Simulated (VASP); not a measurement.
# Te (Im-3m) in VASP: single point with PBE

Aim: the single point of Te with PBE.

Program: VASP 6.6.1. These are calculated values, not measurements. Logs are shortened: lines on timing, memory, paths and dates and some standing lists are left out, and cuts for length are marked.

## (1) The crystal as given

It takes space group Im-3m (No. 229, cubic). The conventional cell has a = 4.146 Å, b = 4.146 Å, c = 4.146 Å, α = 90.00°, β = 90.00°, γ = 90.00°. Te (site symmetry m-3m) is surrounded by 8 Te at 3.59 Å.

The cell was built by a generator and needn't be a form met in nature.

## (2) Single point, PBE

The input, INCAR:

```
SYSTEM = Te
PREC     = Accurate       ! precision mode
ENCUT    = 520            ! plane-wave cutoff, eV
EDIFF    = 1E-7           ! SCF threshold, eV
ISMEAR   = 0              ! smearing method
SIGMA    = 0.0748         ! smearing width, eV
LREAL    = .False.        ! projectors in reciprocal space
LASPH    = .True.         ! aspherical terms in the spheres
NELM     = 80             ! most SCF steps
ALGO     = Normal         ! electronic algorithm
ISIF     = 2              ! what is computed and relaxed
LWAVE    = .False.        ! write WAVECAR
LCHARG   = .True.         ! write CHGCAR
GGA      = PE             ! functional
LELF     = .True.         ! ELF
LVHAR    = .True.       
NBANDS   = 9              ! bands
```

The input, KPOINTS:

```
Automatic mesh
0
Gamma
  11 11 11
  0 0 0
```

The input, POSCAR:

```
Te
1.0
   -2.0731570000      2.0731570000      2.0731570000
    2.0731570000     -2.0731570000      2.0731570000
    2.0731570000      2.0731570000     -2.0731570000
Te
1
Direct
    0.0000000000      0.0000000000      0.0000000000
```

Potentials or basis: VASP PAW PBE potentials, release 64 (Te).

Run with:

```bash
> cat potpaw_PBE.64/Te/POTCAR > POTCAR
> mpirun -np 1 vasp_std > vasp.out
```

OUTCAR:

```text
SYSTEM = Te
   PREC = Accurate
   ENCUT = 520
   EDIFF = 1E-7
   ISMEAR = 0
   LREAL = .False.
   LASPH = .True.
   NELM = 80
   ISIF = 2
   GGA = PE

 ion  position               nearest neighbor table
   1  0.000  0.000  0.000-

  LATTYP: Found a body centered cubic cell.
 ALAT       =     4.1463140000

  Lattice vectors:

 A1 = (  -2.0731570000,   2.0731570000,   2.0731570000)
 A2 = (   2.0731570000,  -2.0731570000,   2.0731570000)
 A3 = (   2.0731570000,   2.0731570000,  -2.0731570000)

Analysis of symmetry for initial positions (statically):
=====================================================================
 Subroutine PRICEL returns:
 Original cell was already a primitive cell.

 Routine SETGRP: Setting up the symmetry group for a
 body centered cubic supercell.

 Subroutine GETGRP returns: Found 48 space group operations
 (whereof 48 operations were pure point group operations)
 out of a pool of 48 trial point group operations.

The static configuration has the point symmetry O_h .

Analysis of symmetry for dynamics (positions and initial velocities):
=====================================================================
 Subroutine PRICEL returns:
 Original cell was already a primitive cell.

 Routine SETGRP: Setting up the symmetry group for a
 body centered cubic supercell.

 Subroutine GETGRP returns: Found 48 space group operations
 (whereof 48 operations were pure point group operations)
 out of a pool of 48 trial point group operations.

The dynamic configuration has the point symmetry O_h .

 Subroutine INISYM returns: Found 48 space group operations
 (whereof 48 operations are pure point group operations),
 and found     1 'primitive' translations

----------------------------------------------------------------------------------------

                                     Primitive cell

  volume of cell :      35.6415

  direct lattice vectors                    reciprocal lattice vectors
    -2.073157000  2.073157000  2.073157000     0.000000000  0.241178068  0.241178068
     2.073157000 -2.073157000  2.073157000     0.241178068  0.000000000  0.241178068
     2.073157000  2.073157000 -2.073157000     0.241178068  0.241178068  0.000000000

  length of vectors
     3.590813256  3.590813256  3.590813256     0.341077295  0.341077295  0.341077295

  position of ions in fractional coordinates (direct lattice)
     0.000000000  0.000000000  0.000000000

  ion indices of the primitive-cell ions
[... 78 lines left out ...]
   IBRION =     -1    ionic relax: 0-MD 1-quasi-New 2-CG
   NFREE  =      0    steps in history (QN), initial steepest desc. (CG)
   ISIF   =      2    stress and relaxation
   ISYM   =      2    0-nonsym 1-usesym 2-fastsym
   POTIM  = 0.5000    time-step for ionic-motion
   TEBEG  =    0.0;   TEEND  =   0.0 temperature during run
   PSTRESS=    0.0 pullay stress
   NELECT =       6.0000    total number of electrons
   NUPDOWN=      -1.0000    fix difference up-down
   EMIN   =  10.00;   EMAX   =-10.00  energy-range for DOS
   EFERMI =   0.00;   METHOD = LEGACY
   ISMEAR =     0;   SIGMA  =   0.07  broadening in eV -4-tet -1-fermi 0-gaus
   EFERMI_NEDOS =   21; number of points for ismear=-14 and -15
   IALGO  =     38    algorithm
   IMIX   =      4    mixing-type and parameters
     AMIX     =   0.40;   BMIX     =  1.00
     AMIX_MAG =   1.60;   BMIX_MAG =  1.00
  volume/ion in A,a.u.               =      35.64       240.52
  Fermi-wavevector in a.u.,A,eV,Ry     =   0.903940  1.708199 11.117429  0.817108
  Thomas-Fermi vector in A             =   2.027327
   LORBIT       =      0    0 simple, 1 ext, 2 COOP (PROOUT), +10 PAW based schemes
   GGA     = PE    functional components
   LHFCALC =     F    Hartree Fock is set to
   AEXX    =    0.0000 exact exchange contribution
   IVDW    =     0    specifies the selected vdW correction
   LEPSILON=     F    determine dielectric tensor
   LRPA    =     F    only Hartree local field effects (RPA)
 non-spin polarized calculation
 Gauss-broadening in eV      SIGMA  =   0.07
  energy-cutoff  :      520.00
  volume of cell :       35.64
 maximum number of plane-waves:       970
   NGX = 13   NGY = 13   NGZ = 13

 number of electron       6.0000001 magnetization

 Free energy of the ion-electron system (eV)
  ---------------------------------------------------
  ext. energy  EPLUGINS =         0.00000000
  ---------------------------------------------------
  free energy    TOTEN  =        -2.61618245 eV

  energy without entropy =       -2.61038868  energy(sigma->0) =       -2.61328556

 E-fermi :   5.0284     XC(G=0):  -9.0930

 val. band max:        5.0037943229   @ k =  -0.2727   0.3636   0.1818
 cond. band min:       5.0414751710   @ k =  -0.3636   0.4545   0.1818
 fundamental gap:      0.0376808481
 Fermi energy:         5.0284262022

 k-point     1 :       0.0000    0.0000    0.0000
  band No.  band energies     occupation
      1      -7.3114      2.00000
      2       6.9837      0.00000
      3       6.9837      0.00000
      4       6.9837      0.00000
      5      12.5500      0.00000
      6      14.4636      0.00000
      7      14.4636      0.00000
      8      14.4636      0.00000
      9      16.5826      0.00000
[... 265 lines left out ...]
 k-point    24 :       0.3636    0.1818    0.0909
  band No.  band energies     occupation
      1      -5.1804      2.00000
      2       1.2313      2.00000
      3       3.2173      2.00000
      4       4.8631      1.99823
      5      12.9024      0.00000
      6      14.1230      0.00000
      7      17.4474      0.00000
      8      17.7696      0.00000
      9      19.5549      0.00000

 [... further k-points ...]

------------------------ aborting loop because EDIFF is reached ----------------------------------------

  FORCE on cell =-STRESS in cart. coord.  units (eV):
  Direction    XX          YY          ZZ          XY          YZ          ZX
  --------------------------------------------------------------------------------------
  -------------------------------------------------------------------------------------
  Total       -1.5895971     -1.5895971     -1.5895971     -0.0000000     -0.0000000      0.0000000
  in kB      -71.4563900    -71.4563900    -71.4563900     -0.0000000     -0.0000000      0.0000000
  external PRESSURE =     -71.4563900 kB  Pullay stress =       0.0000000 kB

 VOLUME and BASIS-vectors are now :
 -----------------------------------------------------------------------------
  energy-cutoff  :      520.00
  volume of cell :       35.64
      direct lattice vectors                 reciprocal lattice vectors
    -2.073157000  2.073157000  2.073157000     0.000000000  0.241178068  0.241178068
     2.073157000 -2.073157000  2.073157000     0.241178068  0.000000000  0.241178068
     2.073157000  2.073157000 -2.073157000     0.241178068  0.241178068  0.000000000

 POSITION                                       TOTAL-FORCE (eV/Angst)
 -----------------------------------------------------------------------------------
      0.00000      0.00000      0.00000         0.000000      0.000000      0.000000
 -----------------------------------------------------------------------------------
    total drift:                                0.000000      0.000000      0.000000

  FREE ENERGIE OF THE ION-ELECTRON SYSTEM (eV)
  ---------------------------------------------------
  free  energy   TOTEN  =        -2.6161824457 eV

  energy  without entropy=       -2.6103886776  energy(sigma->0) =       -2.61328556
```

stdout:

```text
POSCAR found type information on POSCAR Te
 POSCAR found :  1 types and       1 ions
 scaLAPACK will be used
 LDA part: xc-table for (Slater+PW92), standard interpolation
 POSCAR, INCAR and KPOINTS ok, starting setup
 FFT: planning ... GRIDC
 FFT: planning ... GRID_SOFT
 FFT: planning ... GRID
 WAVECAR not read
 entering main loop
```

Run time: 6.5 s. Hardware: 1 thread of Intel Xeon 6975P-C (Granite Rapids), shared host; peak memory 0.16 GiB.

What came out:

```
Free energy            : -2.6162 eV
Pressure               : -7.1 GPa
Band gap on the k mesh : none (metal or under the smearing width)
```
